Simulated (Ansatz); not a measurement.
# Is this TiAl structure stable?

It was relaxed at this level from a cell as deposited in COD.

Method: Ansatz 0.2.0, DFT PBE, scalar-relativistic, plane waves, PAW. The final run on the 2-atom cell used 420 eV, a Γ-centred 20×20×14 mesh, 0.10 eV smearing and no spin polarisation.

```
CELL_PARAMETERS angstrom
2.82320 0.00000 0.00000
0.00000 2.82320 0.00000
0.00000 0.00000 4.07344
ATOMIC_POSITIONS crystal
Ti 0.00000 0.00000 0.00000
Al 0.50000 0.50000 0.50000
```

Energies over the elements count from the elements' standard structures at the same level, with no fitted energy shifts.

Question: These tests were run: energy against the elements; random kick, then relaxation without symmetry; phonons on a 4×4×2 q mesh; elastic tensor. What do they show?

Answer:

```csv
test,result
energy against the elements,−0.40 eV/atom
"random kick, then relaxation without symmetry",returns
phonons on a 4×4×2 q mesh,no imaginary mode on the mesh
elastic tensor,least eigenvalue 40 GPa
```

It fails none of these tests. Competing phases weren't compared here.

The kick test ran on a coarse mesh. The run for the phonons used a 20×20×14 k mesh and Fermi–Dirac smearing of 0.15 eV. The run for the elastic tensor used a 20×20×14 k mesh and Fermi–Dirac smearing of 0.15 eV.
